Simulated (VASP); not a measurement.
Y, 2 atoms in the cell. Symmetry: P6_3/mmc, No. 194, hexagonal system. The conventional cell has a = 3.643 Å, b = 3.643 Å, c = 5.879 Å, α = 90.00°, β = 90.00°, γ = 120.00°. Y (site symmetry -6m2) has 12 Y at 3.61 to 3.64 Å as nearest neighbours. 

* Program: VASP 6.6.1
* Task: relaxation of cell and atoms
* Functional: r2SCAN
* Potentials or basis: VASP PAW PBE potentials, release 64 (Y_sv)
* Cutoff: 600 eV
* k mesh: 15 × 15 × 8
* Occupations: gaussian, width 0.1 eV
* Spin: no spin polarisation
* Further INCAR settings: ALGO = Normal; EDIFF = 1e-07; IBRION = 2; EDIFFG = -0.005; NSW = 90; ISIF = 3

Potentials or basis: VASP PAW PBE potentials, release 64 (Y_sv).

Run with:

```sh
$ cat potpaw_PBE.64/Y_sv/POTCAR > POTCAR
$ mpirun -np 1 vasp_std > vasp.out
```

Hardware: 1 thread of Intel(R) Xeon(R) 6975P-C (Granite Rapids), with other jobs on the host.

Question: How long does it take, and how much memory?

Answer: It took 29 min on 1 thread of Intel(R) Xeon(R) 6975P-C (Granite Rapids) (shared host), peak memory 0.36 GiB. Counts: scf iterations 96, k points 135, ion steps 6.
